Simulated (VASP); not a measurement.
# NaI (Fm-3m) in VASP: settings compared, part 2 of 4

VASP 6.6.1. The steps go on from the part before.

### 3 Band structure, HSE06

The input, POSCAR:

```
NaI
1.0
    0.0000000000      3.2364000000      3.2364000000
    3.2364000000      0.0000000000      3.2364000000
    3.2364000000      3.2364000000      0.0000000000
I Na
1 1
Direct
    0.5000000000      0.5000000000      0.5000000000
    0.0000000000      0.0000000000      0.0000000000
```

The input, INCAR.step1:

```
PREC     = Accurate       # precision mode
ENCUT    = 520            # plane-wave cutoff, eV
EDIFF    = 1E-5           # SCF threshold, eV
ISMEAR   = -1             # smearing method
SIGMA    = 0.05           # smearing width, eV
LREAL    = False          # projectors in reciprocal space
LASPH    = True           # aspherical terms in the spheres
NELM     = 60             # most SCF steps
ALGO     = Normal         # electronic algorithm
ISIF     = 2              # what is computed and relaxed
LWAVE    = True           # write WAVECAR
LCHARG   = False          # write CHGCAR
NBANDS   = 14             # bands
GGA      = PE             # functional
```

The input, INCAR.step2:

```
PREC     = Accurate       # precision mode
ENCUT    = 520            # plane-wave cutoff, eV
EDIFF    = 1E-6           # SCF threshold, eV
ISMEAR   = -1             # smearing method
SIGMA    = 0.05           # smearing width, eV
LREAL    = False          # projectors in reciprocal space
LASPH    = True           # aspherical terms in the spheres
NELM     = 60             # most SCF steps
ALGO     = Normal         # electronic algorithm
ISIF     = 2              # what is computed and relaxed
LWAVE    = False          # write WAVECAR
LCHARG   = False          # write CHGCAR
GGA      = PE             # functional
LHFCALC  = True           # exact exchange
HFSCREEN = 0.2            # screening, 1/A
PRECFOCK = Fast         
NBANDS   = 14             # bands
ISTART   = 1
```

The input, KPOINTS:

```
Automatic mesh
0
Gamma
  4 4 4
```

The input, KPOINTS_OPT:

```
path GXWKGLUWLK,UX
8
line-mode
reciprocal
 0.0000000000  0.0000000000  0.0000000000  G
 0.5000000000  0.0000000000  0.5000000000  X

 0.5000000000  0.0000000000  0.5000000000  X
 0.5000000000  0.2500000000  0.7500000000  W

 0.5000000000  0.2500000000  0.7500000000  W
 0.3750000000  0.3750000000  0.7500000000  K

 0.3750000000  0.3750000000  0.7500000000  K
 0.0000000000  0.0000000000  0.0000000000  G

 0.0000000000  0.0000000000  0.0000000000  G
 0.5000000000  0.5000000000  0.5000000000  L

 0.5000000000  0.5000000000  0.5000000000  L
 0.6250000000  0.2500000000  0.6250000000  U

 0.6250000000  0.2500000000  0.6250000000  U
 0.5000000000  0.2500000000  0.7500000000  W

 0.5000000000  0.2500000000  0.7500000000  W
 0.5000000000  0.5000000000  0.5000000000  L

 0.5000000000  0.5000000000  0.5000000000  L
 0.3750000000  0.3750000000  0.7500000000  K

 0.6250000000  0.2500000000  0.6250000000  U
 0.5000000000  0.0000000000  0.5000000000  X
```

Potentials or basis: VASP PAW PBE potentials, release 64 (I, Na_pv).

Launch:

```
$ cat potpaw_PBE.64/I/POTCAR potpaw_PBE.64/Na_pv/POTCAR > POTCAR
$ cp INCAR.step1 INCAR
$ mpirun -np 1 vasp_std > vasp.out
$ cp INCAR.step2 INCAR
$ mpirun -np 1 vasp_std > vasp.out
```

OUTCAR:

```text
PREC = Accurate
   ENCUT = 520
   EDIFF = 1E-6
   ISMEAR = -1
   LREAL = False
   LASPH = True
   NELM = 60
   ISIF = 2
   GGA = PE
   LHFCALC = True
   HFSCREEN = 0.2
   PRECFOCK = Fast
   ISTART = 1

 ion  position               nearest neighbor table
   1  0.500  0.500  0.500-
   2  0.000  0.000  0.000-

  LATTYP: Found a face centered cubic cell.
 ALAT       =     6.4728000000

  Lattice vectors:

 A1 = (   0.0000000000,   3.2364000000,   3.2364000000)
 A2 = (   3.2364000000,   0.0000000000,   3.2364000000)
 A3 = (   3.2364000000,   3.2364000000,   0.0000000000)

Analysis of symmetry for initial positions (statically):
=====================================================================
 Subroutine PRICEL returns:
 Original cell was already a primitive cell.

 Routine SETGRP: Setting up the symmetry group for a
 face centered cubic supercell.

 Subroutine GETGRP returns: Found 48 space group operations
 (whereof 48 operations were pure point group operations)
 out of a pool of 48 trial point group operations.

The static configuration has the point symmetry O_h .

Analysis of symmetry for dynamics (positions and initial velocities):
=====================================================================
 Subroutine PRICEL returns:
 Original cell was already a primitive cell.

 Routine SETGRP: Setting up the symmetry group for a
 face centered cubic supercell.

 Subroutine GETGRP returns: Found 48 space group operations
 (whereof 48 operations were pure point group operations)
 out of a pool of 48 trial point group operations.

The dynamic configuration has the point symmetry O_h .

 Subroutine INISYM returns: Found 48 space group operations
 (whereof 48 operations are pure point group operations),
 and found     1 'primitive' translations

----------------------------------------------------------------------------------------

                                     Primitive cell

  volume of cell :      67.7980

  direct lattice vectors                    reciprocal lattice vectors
     0.000000000  3.236400000  3.236400000    -0.154492646  0.154492646  0.154492646
     3.236400000  0.000000000  3.236400000     0.154492646 -0.154492646  0.154492646
     3.236400000  3.236400000  0.000000000     0.154492646  0.154492646 -0.154492646

  length of vectors
     4.576960773  4.576960773  4.576960773     0.267589113  0.267589113  0.267589113

  position of ions in fractional coordinates (direct lattice)
     0.500000000  0.500000000  0.500000000
     0.000000000  0.000000000  0.000000000

  ion indices of the primitive-cell ions
   primitive index   ion index
                 1           1
                 2           2

----------------------------------------------------------------------------------------

 KPOINTS: Automatic mesh

Automatic generation of k-mesh.
 Grid dimensions read from file:
 generate k-points for:    4    4    4

 Generating k-lattice:

  Cartesian coordinates                     Fractional coordinates (reciprocal lattice)
    -0.038623162  0.038623162  0.038623162     0.250000000  0.000000000  0.000000000
[... 31 lines left out ...]
   NGXF,Y,Z  is equivalent  to a cutoff of  26.15, 26.15, 26.15 a.u.
 SYSTEM =  unknown system
   PREC   = accura    normal or accurate (medium, high low for compatibility)
   ISTART =      1    job   : 0-new  1-cont  2-samecut
   ICHARG =      0    charge: 1-file 2-atom 10-const
   ISPIN  =      1    spin polarized calculation?
   LNONCOLLINEAR =      F non collinear calculations
   LSORBIT =      F    spin-orbit coupling
   LASPH  =      T    aspherical Exc in radial PAW
   ENCUT  =  520.0 eV  38.22 Ry    6.18 a.u.   8.51  8.51  8.51*2*pi/ulx,y,z
   NELM   =     60;   NELMIN=  2; NELMDL=  0     # of ELM steps
   EDIFF  = 0.1E-05   stopping-criterion for ELM
   LREAL  =      F    real-space projection
   EDIFFG = 0.1E-04   stopping-criterion for IOM
   NSW    =      0    number of steps for IOM
   IBRION =     -1    ionic relax: 0-MD 1-quasi-New 2-CG
   NFREE  =      0    steps in history (QN), initial steepest desc. (CG)
   ISIF   =      2    stress and relaxation
   ISYM   =      3    0-nonsym 1-usesym 2-fastsym
   POTIM  = 0.5000    time-step for ionic-motion
   TEBEG  =    0.0;   TEEND  =   0.0 temperature during run
   PSTRESS=    0.0 pullay stress
   NELECT =      14.0000    total number of electrons
   NUPDOWN=      -1.0000    fix difference up-down
   EMIN   =  10.00;   EMAX   =-10.00  energy-range for DOS
   EFERMI =   0.00;   METHOD = LEGACY
   ISMEAR =    -1;   SIGMA  =   0.05  broadening in eV -4-tet -1-fermi 0-gaus
   EFERMI_NEDOS =   21; number of points for ismear=-14 and -15
   IALGO  =     38    algorithm
   IMIX   =      1    mixing-type and parameters
     AMIX     =   0.40;   BMIX     =  1.00
     AMIX_MAG =   1.60;   BMIX_MAG =  1.00
  volume/ion in A,a.u.               =      33.90       228.76
  Fermi-wavevector in a.u.,A,eV,Ry     =   0.967636  1.828567 12.739397  0.936319
  Thomas-Fermi vector in A             =   2.097538
   LORBIT       =      0    0 simple, 1 ext, 2 COOP (PROOUT), +10 PAW based schemes
   GGA     = PE    functional components
   LHFCALC =     T    Hartree Fock is set to
   PRECFOCK=fast      Normal, Fast or Accurate (Low or Medium for compatibility)
   ENCUT4O =  -1.0   cutoff for four orbital integrals eV
   NKREDX  =     1    reduce k-point grid by
   NKREDY  =     1    reduce k-point grid by
   NKREDZ  =     1    reduce k-point grid by
   AEXX    =    0.2500 exact exchange contribution
   HFSCREEN=    0.2000 screening length (either q_TF or 0.3 A-1)
   HFSCREENC=   0.2000 screening length for correlation (either q_TF or 0.3 A-1)
   ENCUTFOCK=  -1.0 apply spherical cutoff to Coloumb kernel
   IVDW    =     0    specifies the selected vdW correction
   LEPSILON=     F    determine dielectric tensor
   LRPA    =     F    only Hartree local field effects (RPA)
 non-spin polarized calculation
  energy-cutoff  :      520.00
  volume of cell :       67.80
 maximum number of plane-waves:      1850
 NGX is ok and might be reduce to    36
  NGX = 20; NGY = 20; NGZ = 20

 number of electron      13.9999993 magnetization

 Free energy of the ion-electron system (eV)
  ---------------------------------------------------
  ext. energy  EPLUGINS =         0.00000000
  ---------------------------------------------------
  free energy    TOTEN  =        -6.27174363 eV

  energy without entropy =       -6.27174363  energy(sigma->0) =       -6.27174363

 E-fermi :   1.1890     XC(G=0):  -6.4455

 val. band max:        0.0836187132   @ k =   0.0000   0.0000   0.0000
 cond. band min:       4.7573181898   @ k =   0.0000   0.0000   0.0000
 fundamental gap:      4.6736994766
 Fermi energy:         1.1889781770

 k-point     1 :       0.0000    0.0000    0.0000
  band No.  band energies     occupation
      1     -24.7155      2.00000
      2     -24.7155      2.00000
      3     -24.7155      2.00000
      4     -11.8810      2.00000
      5       0.0836      2.00000
      6       0.0836      2.00000
      7       0.0836      2.00000
      8       4.7573      0.00000
      9       9.1163      0.00000
     10       9.1163      0.00000
     11       9.1163      0.00000
     12      11.0573      0.00000
     13      11.0573      0.00000
     14      11.6362      0.00000
[... 105 lines left out ...]
      1     -24.7183      2.00000
      2     -24.7183      2.00000
      3     -24.7172      2.00000
      4     -11.4263      2.00000
      5      -1.4253      2.00000
      6      -1.4253      2.00000
      7      -0.8963      2.00000
      8       7.0185      0.00000
      9       8.6399      0.00000
     10       8.6399      0.00000
     11       9.1616      0.00000
     12      13.3986      0.00000
     13      13.3986      0.00000
     14      14.1593      0.00000

------------------------ aborting loop because EDIFF is reached ----------------------------------------

  FORCE on cell =-STRESS in cart. coord.  units (eV):
  Direction    XX          YY          ZZ          XY          YZ          ZX
  --------------------------------------------------------------------------------------
  -------------------------------------------------------------------------------------
  Total        0.0697217      0.0697217      0.0697217      0.0000000     -0.0000000      0.0000000
  in kB        1.6476387      1.6476387      1.6476387      0.0000000     -0.0000000      0.0000000
  external PRESSURE =       1.6476387 kB  Pullay stress =       0.0000000 kB

 VOLUME and BASIS-vectors are now :
 -----------------------------------------------------------------------------
  energy-cutoff  :      520.00
  volume of cell :       67.80
      direct lattice vectors                 reciprocal lattice vectors
     0.000000000  3.236400000  3.236400000    -0.154492646  0.154492646  0.154492646
     3.236400000  0.000000000  3.236400000     0.154492646 -0.154492646  0.154492646
     3.236400000  3.236400000  0.000000000     0.154492646  0.154492646 -0.154492646

 POSITION                                       TOTAL-FORCE (eV/Angst)
 -----------------------------------------------------------------------------------
      3.23640      3.23640      3.23640         0.000000      0.000000      0.000000
      0.00000      0.00000      0.00000        -0.000000     -0.000000     -0.000000
 -----------------------------------------------------------------------------------
    total drift:                                0.000107     -0.000005     -0.000003

  FREE ENERGIE OF THE ION-ELECTRON SYSTEM (eV)
  ---------------------------------------------------
  free  energy   TOTEN  =        -6.2717436326 eV

  energy  without entropy=       -6.2717436326  energy(sigma->0) =       -6.27174363
```

Wall time 13 min (1 thread of Intel Xeon Platinum 8559C (Emerald Rapids), shared host); peak memory 0.31 GiB.

Results:

```yaml
Free_energy: -6.2717 eV
Pressure: 0.2 GPa
Band_gap_on_the_k_mesh: 4.67 eV, direct
Band_gap_along_the_path: 4.67 eV, direct
```

Levels at the corners of the path, in eV from the valence-band top:
```
point  band 4  band 5  band 6  band 7  band 8  band 9  band 10  band 11
    Γ  -11.96    0.00    0.00    0.00    4.67    9.03     9.03     9.03
    X  -11.52   -2.05   -0.80   -0.80    5.55    6.53    11.11    12.63
    X  -11.52   -2.05   -0.80   -0.80    5.55    6.53    11.11    12.63
    W  -11.51   -1.51   -1.51   -0.98    6.93    8.56     8.56     9.08
    W  -11.51   -1.51   -1.51   -0.98    6.93    8.56     8.56     9.08
    K  -11.52   -1.76   -1.43   -0.65    6.27    7.74     9.84    10.43
    K  -11.52   -1.76   -1.43   -0.65    6.27    7.74     9.84    10.43
    Γ  -11.96    0.00    0.00    0.00    4.67    9.03     9.03     9.03
    Γ  -11.96    0.00    0.00    0.00    4.67    9.03     9.03     9.03
    L  -11.61   -2.33   -0.30   -0.30    6.09    8.56     8.56    10.05
    L  -11.61   -2.33   -0.30   -0.30    6.09    8.56     8.56    10.05
    U  -11.52   -1.76   -1.43   -0.65    6.27    7.74     9.84    10.43
    U  -11.52   -1.76   -1.43   -0.65    6.27    7.74     9.84    10.43
    W  -11.51   -1.51   -1.51   -0.98    6.93    8.56     8.56     9.08
    W  -11.51   -1.51   -1.51   -0.98    6.93    8.56     8.56     9.08
    L  -11.61   -2.33   -0.30   -0.30    6.09    8.56     8.56    10.05
    L  -11.61   -2.33   -0.30   -0.30    6.09    8.56     8.56    10.05
    K  -11.52   -1.76   -1.43   -0.65    6.27    7.74     9.84    10.43
    U  -11.52   -1.76   -1.43   -0.65    6.27    7.74     9.84    10.43
    X  -11.52   -2.05   -0.80   -0.80    5.55    6.53    11.11    12.63
```

Caveat: the k mesh is coarse (spacing up to 0.42 Å⁻¹), so the values aren't converged, least of all with exact exchange; the PAW data sets were made with another functional, which shifts forces and pressure a little; spin-orbit coupling is left out, which moves the levels of the heavy elements.

[end of part 2 of 4]
